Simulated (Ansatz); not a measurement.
# ScH2: the cost of one run

Computed with Ansatz 0.2.0 (DFT PBE, scalar-relativistic, plane waves, PAW, unless a step's input says otherwise).

## 1. The structure to begin with

The structure is tetragonal, space group I4_122 (No. 98). Conventional cell: a = 4.681 Å, b = 4.681 Å, c = 5.815 Å, α = 90.00°, β = 90.00°, γ = 90.00°. Sc (site symmetry 222) has 2 H at 1.66 Å as nearest neighbours. Around H (site symmetry 2) lie 2 H at 1.45 Å and 1 Sc at 1.66 Å.

As a file:

```cif
data_structure
_symmetry_space_group_name_H-M 'I4_122'
_symmetry_Int_Tables_number 98
_cell_length_a 4.6812
_cell_length_b 4.6812
_cell_length_c 5.8151
_cell_angle_alpha 90.000
_cell_angle_beta 90.000
_cell_angle_gamma 90.000
_cell_volume 127.43
loop_
_atom_site_label
_atom_site_type_symbol
_atom_site_symmetry_multiplicity
_atom_site_Wyckoff_symbol
_atom_site_fract_x
_atom_site_fract_y
_atom_site_fract_z
_atom_site_occupancy
Sc1 Sc 4 b 0.00000 0.00000 0.50000 1
H1 H 8 d 0.25000 0.25000 0.00000 1
```

This is candidate A: random cell with space group I4_122 (No. 98).

## 2. Rough relaxation on the coarse mesh (candidate A)

Contents of input.yaml:

```yaml
crystal:
  lattice:
    - [-2.3406232819, 2.3406232819, 2.9075544002]
    - [2.3406232819, -2.3406232819, 2.9075544002]
    - [2.3406232819, 2.3406232819, -2.9075544002]
  atoms:
    - { symbol: Sc, position: [0.5, 0.5, 0.0] }
    - { symbol: Sc, position: [0.25, 0.75, 0.5] }
    - { symbol: H, position: [0.25, 0.25, 0.5] }
    - { symbol: H, position: [0.75, 0.75, 0.5] }
    - { symbol: H, position: [0.5, 0.5, 0.5] }
    - { symbol: H, position: [0.0, 0.0, 0.5] }
basis:
  ecutwfc: 420
kpoints:
  mp_grid: { grid: [6, 6, 6] }
hamiltonian:
  xc: pbe
scf:
  occupations: { method: gaussian, width: 0.1 }
  lower_state_search: "off"
output:
  forces: true
  stress: true
  eigenvalues: true
relax:
  adjacent_minimum: "off"
  f_tol: 0.04
  max_steps: 70
  cell: { stress_tol: 0.4 }
```

On the command line:

```bash
$ ansatz run input.yaml --threads 1 --pin off --max-ram 2560MiB --backend cpu --events-out ev --progress --plain --runs-dir out
```

What time and memory should one allow on 1 thread of Arm Neoverse V2, shared host?

About 49 s, with a peak of 0.36 GiB.
